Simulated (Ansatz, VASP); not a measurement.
**LiF3: VASP beside Ansatz**

```xyz
8
Lattice="4.4183 0.0000 0.0000 -2.2092 3.8264 0.0000 0.0000 0.0000 4.6530" Properties=species:S:1:pos:R:3 pbc="T T T"
Li    0.0000    2.5509    3.4898
Li    2.2092    1.2755    1.1633
F     0.0000    1.2915    1.1633
F    -1.0907    3.1806    1.1633
F     1.0907    3.1806    1.1633
F     2.2092    2.5348    3.4898
F     3.2998    0.6458    3.4898
F     1.1185    0.6458    3.4898
```

The cell comes from a database or a generator and needn't be the stable form of this composition.

Alike in both runs: task single point; functional PBEsol; k mesh 5 × 5 × 4; no spin polarisation.

|  | VASP | Ansatz |
| --- | --- | --- |
| version | VASP 6.6.1 | Ansatz 0.2.0 |
| potentials or method | VASP PAW PBE potentials, release 64 (Li_sv, F) | plane waves, PAW |
| plane-wave cutoff (eV) | 520 | 630 |
| occupations | gaussian, width 0.1 eV | gaussian |
| valence electrons in the cell | 48 | 48 |

```csv
,VASP,Ansatz,Ansatz less VASP
rms of the force components (eV/Å),0.038,0.038,-0.0006
```

Atom by atom the forces differ by 0.001 eV/Å (rms over components).

Caveats: the PAW data sets were made with another functional, which shifts forces and pressure a little (VASP).
